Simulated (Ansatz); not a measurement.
**Si started in the widest void in diamond Si, 129 atoms, charge +2**

All numbers come from Ansatz (PAW, plane waves, no spin–orbit coupling) at the single k point (¼, ¼, ¼) without its symmetry partners. The atoms were relaxed with PBEsol in a fixed cell; other functionals are single points on those atoms unless said otherwise. The valence top and gap of the host come from its small cell on a dense mesh, with the band extrema sought between the mesh points, lined up by the mean potential, PBEsol gap 0.46 eV, HSE06 gap 1.13 eV. The charge correction uses an assumed dielectric constant of 11.7.

Relaxed structure:

```xyz
129
Lattice="0.0000 10.8656 10.8656 10.8656 0.0000 10.8656 10.8656 10.8656 0.0000" Properties=species:S:1:pos:R:3 pbc="T T T"
Si   10.8666   10.8671    0.0039
Si   10.8783    5.4509   16.2865
Si    5.4503   10.8789   16.2868
Si    5.4321    5.4323    0.0072
Si    5.4376    5.4378    5.4278
Si    5.4530    5.4538   10.8570
Si    5.4314   10.8591    5.4357
Si    5.4263   10.8679   10.8677
Si   10.8590    5.4317    5.4354
Si   10.8673    5.4268   10.8675
Si   10.8459   10.8464    5.4189
Si   10.8141   10.8132   10.9250
Si   10.8690   10.8693   16.3095
Si   10.8476   16.3153   10.8863
Si   16.3151   10.8474   10.8864
Si   16.2978   16.2983   16.3085
Si    1.3605    1.3595    1.3593
Si    1.3561    6.8020    6.7978
Si    6.8033    1.3552    6.7973
Si    6.7920    6.7910    1.3605
Si    6.7904    6.7900    6.7961
Si    6.7982    6.7970   12.2406
Si    6.7830   12.2293    6.7953
Si    6.7829   12.2198   12.2294
Si   12.2304    6.7823    6.7952
Si   12.2205    6.7825   12.2295
Si   12.2237   12.2241    6.7511
Si   12.2264   12.2245   12.2742
Si   12.2267   12.2257   17.6674
Si   12.2317   17.6678   12.2289
Si   17.6681   12.2311   12.2288
Si   17.6613   17.6602   17.6551
Si    2.7159    2.7161    0.0033
Si    2.7315    2.7322    5.4175
Si    2.7205    8.1487    5.4360
Si    2.7150    8.1576   10.8679
Si    8.1490    2.7210    5.4361
Si    8.1569    2.7155   10.8682
Si    8.1489    8.1488    0.0076
Si    8.1391    8.1396    5.4266
Si    8.1383    8.1391   10.8566
Si    8.1544    8.1549   16.3073
Si   19.0040   13.5695   16.2911
Si    8.1304   13.5974   10.8846
Si   13.5693   19.0045   16.2908
Si   13.5971    8.1305   10.8841
Si   13.6467   13.6447   10.9336
Si   13.5811   13.5811   16.3100
Si    4.0744    4.0737    1.3604
Si    4.0836    4.0823    6.7859
Si    4.0722    9.5103    6.7971
Si    4.0765    9.5100   12.2287
Si    9.5114    4.0720    6.7974
Si    9.5108    4.0760   12.2287
Si    9.5106    9.5102    1.3588
Si    9.4976    9.4971    6.7846
Si    9.4489    9.4488   12.2986
Si    9.5121    9.5117   17.6644
Si    9.4485   15.0134    6.7340
Si    9.4994   14.9477   12.2357
Si   15.0136    9.4483    6.7343
Si   14.9481    9.4985   12.2353
Si   15.0109   15.0109   12.2971
Si   14.9423   14.9418   17.6631
Si    2.7155    0.0017    2.7137
Si    2.7214    5.4317    2.7186
Si    2.7339    5.4485    8.1349
Si    2.7172   10.8663    8.1541
Si    8.1574    0.0029    8.1565
Si    8.1416    5.4373    2.7248
Si    8.1489    5.4307    8.1455
Si    8.1563    5.4319   13.5851
Si    8.1490   10.8580    2.7182
Si    8.1328   10.8463    8.1344
Si    8.1351   10.8775   13.6026
Si   19.0008   16.3153   19.0306
Si   13.5807    5.4262    8.1548
Si   13.6366   10.8105    8.0986
Si   13.5994   10.8474   13.6031
Si   13.5708   16.3186   13.6054
Si    4.0764    1.3552    4.0694
Si    4.0731    6.7916    4.0787
Si    4.0756    6.8028    9.5184
Si    4.0717   12.2258    9.5127
Si    9.5147    1.3611    9.5133
Si    9.5088    6.7907    4.0773
Si    9.5075    6.7825    9.5170
Si    9.5019    6.7955   14.9476
Si    9.5076   12.2302    4.0688
Si    9.4657   12.2236    9.5123
Si    9.5098   12.2211   14.9551
Si    9.5101   17.6683    9.5083
Si   14.9423    6.7834    9.5070
Si   14.9872   12.2236    9.5119
Si   14.9420   12.2319   14.9548
Si   14.9536   17.6634   14.9504
Si    0.0023    2.7147    2.7134
Si    0.0037    8.1564    8.1558
Si    5.4323    2.7212    2.7188
Si    5.4494    2.7324    8.1352
Si    5.4378    8.1406    2.7244
Si    5.4313    8.1484    8.1452
Si    5.4327    8.1556   13.5846
Si    5.4270   13.5801    8.1546
Si   10.8673    2.7163    8.1540
Si   10.8585    8.1485    2.7179
Si   10.8471    8.1321    8.1340
Si   10.8776    8.1347   13.6023
Si   10.8109   13.6379    8.0994
Si   10.8488   13.5981   13.6019
Si   16.3161   19.0004   19.0301
Si   16.3190   13.5708   13.6053
Si    1.3547    4.0769    4.0695
Si    1.3601    9.5151    9.5132
Si    6.7916    4.0736    4.0787
Si    6.8020    4.0761    9.5183
Si    6.7899    9.5089    4.0770
Si    6.7814    9.5080    9.5171
Si    6.7949    9.5023   14.9475
Si    6.7830   14.9420    9.5073
Si   12.2254    4.0722    9.5131
Si   12.2297    9.5081    4.0689
Si   12.2237    9.4663    9.5119
Si   12.2206    9.5097   14.9555
Si   12.2252   14.9879    9.5131
Si   12.2315   14.9417   14.9548
Si   17.6682    9.5098    9.5082
Si   17.6632   14.9537   14.9505
Si   12.2277   12.2305    9.5091
```

Chemical potentials μ are those of reference phases of the elements at zero temperature by the same functional (the usual solids, diamond for C, grey Sn, and the molecules H2, N2, O2, F2, Cl2, Br2 and S8).

```tsv
functional	E(defect) − E(host) − Σ nμ + q·E_VBM (eV)	monopole (eV)	alignment (eV)	formation energy at E_F = VBM (eV)	moment (μB)	wall time, shared host
PBEsol	1.81	0.52	0.02	2.35	0 (no spin)	7.3 s on NVIDIA GB200 (relaxation)
HSE06	2.06	0.52	0.04	2.62	0 (no spin)	53 s on NVIDIA GB200
```

HSE06 one-electron levels near the gap (the ten most localised at most), from the host's valence top, not corrected for the charge's images:

| level (eV) | spin | filling | atoms sharing it | element of the atom with most weight |
| --- | --- | --- | --- | --- |
| -0.06 | both | 2.00 | 124.1 | spread |
| -0.06 | both | 2.00 | 124.1 | spread |
| 1.24 | both | 0.00 | 66.4 | spread |
| 1.25 | both | 0.00 | 67.8 | spread |
| 1.26 | both | 0.00 | 31.3 | Si |

One k point and a cell of this size can leave errors of several tenths of an eV in such numbers.
